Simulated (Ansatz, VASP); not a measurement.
# Hf: the functional in 2 programs

```cif
data_structure
_symmetry_space_group_name_H-M 'P6_3/mmc'
_symmetry_Int_Tables_number 194
_cell_length_a 3.1967
_cell_length_b 3.1967
_cell_length_c 5.0578
_cell_angle_alpha 90.000
_cell_angle_beta 90.000
_cell_angle_gamma 120.000
_cell_volume 44.76
loop_
_atom_site_label
_atom_site_type_symbol
_atom_site_symmetry_multiplicity
_atom_site_Wyckoff_symbol
_atom_site_fract_x
_atom_site_fract_y
_atom_site_fract_z
_atom_site_occupancy
Hf1 Hf 2 c 0.66667 0.33333 0.75000 1
```

Kept alike: task band structure; k mesh 10 × 10 × 5; occupations fermi-dirac, width 0.05 eV; no spin polarisation. The mesh is that of the run's cell of 2 atoms. No spin-orbit coupling.

- A: Ansatz, all-electron LAPW, scalar-relativistic
- B: VASP; PBE PAW files Hf_pv, 520 eV (BLYP, PBE, PBEsol, RPBE, revPBE); LDA PAW files Hf_pv, 520 eV (LDA)

| functional | A: pressure (GPa) | B: pressure (GPa) |
| --- | --- | --- |
| BLYP | 3.40 | 3.39 |
| LDA | ? | -7.79 |
| PBE | 0.61 | 0.16 |
| PBEsol | -3.90 | -4.30 |
| RPBE | 3.48 | 2.97 |
| revPBE | 2.68 | 2.19 |

Pressure is positive in compression; plane-wave values hold the error of the finite cutoff. Values on potentials made for another functional: B at BLYP, PBEsol, RPBE, revPBE. For a metal such a mesh leaves the last digits unconverged.

Task: Estimate the value left open.

Result: In the median of the other rows A lies +0.45 GPa from the other column, which points to -7.34; the run gave -7.78 GPa, -0.44 from it.
